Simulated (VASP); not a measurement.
Wanted: the native input for a VASP 6.6.1 run.

- Task: band structure
- Functional: PBEsol
- Potentials or basis: VASP PAW PBE potentials, release 64 (C)
- Cutoff: 520 eV
- k mesh: 8 × 8 × 8
- Occupations: gaussian, width 0.03 eV
- Spin: no spin polarisation
- Grid for exact exchange (PRECFOCK): Fast
- Further INCAR settings: ALGO = Fast; EDIFF = 1e-06; NBANDS = 11

The structure of C lies in POSCAR:

```
C                                       
1.0
    0.0000000000      1.7774542777      1.7774542777
    1.7774542777      0.0000000000      1.7774542777
    1.7774542777      1.7774542777      0.0000000000
  C             
     2
Direct
     0.0000000000000000    0.0000000000000000    0.0000000000000000
     0.2500000000000000    0.2500000000000000    0.2500000000000000
```

This isn't the form of C at room conditions, which is graphite.

One way to write it, as run:

INCAR

```
  ALGO = Fast
  EDIFF = 1E-6
  ENCUT = 520
  GGA = PS
  ISIF = 2
  ISMEAR = 0
  KPAR = 4
  LASPH = True
  LCHARG = False
  LREAL = False
  LWAVE = False
  NBANDS = 11
  NELM = 80
  PREC = Accurate
  SIGMA = 0.03
```

KPOINTS

```
k-points
0
Gamma
  8 8 8
```

KPOINTS_OPT

```
explicit points
9
Reciprocal
 0.0000000000  0.0000000000  0.0000000000 1
 0.3750000000  0.3750000000  0.7500000000 1
 0.5000000000  0.5000000000  0.5000000000 1
 0.6250000000  0.2500000000  0.6250000000 1
 0.5000000000  0.2500000000  0.7500000000 1
 0.5000000000  0.0000000000  0.5000000000 1
 0.4000000000  0.0000000000  0.4000000000 1
 0.4250000000  0.0000000000  0.4250000000 1
 0.4500000000  0.0000000000  0.4500000000 1
```

Potentials or basis: VASP PAW PBE potentials, release 64 (C).

Command:

```console
$ cat potpaw_PBE.64/C/POTCAR > POTCAR
$ mpirun -np 4 vasp_std > vasp.out
```

It gave:

```yaml
Pressure: 0.7 GPa
Band_gap_on_the_k_mesh: 4.03 eV, indirect (least direct gap 5.57 eV)
Band_gap_along_the_path: 4.06 eV, indirect (least direct gap 5.57 eV)
```

Caveat: the PAW data sets were made with another functional, which shifts forces and pressure a little.

It took 2 s on 4 MPI ranks on Intel(R) Xeon(R) Platinum 8488C (Sapphire Rapids) (shared host), peak memory 0.11 GiB a rank.
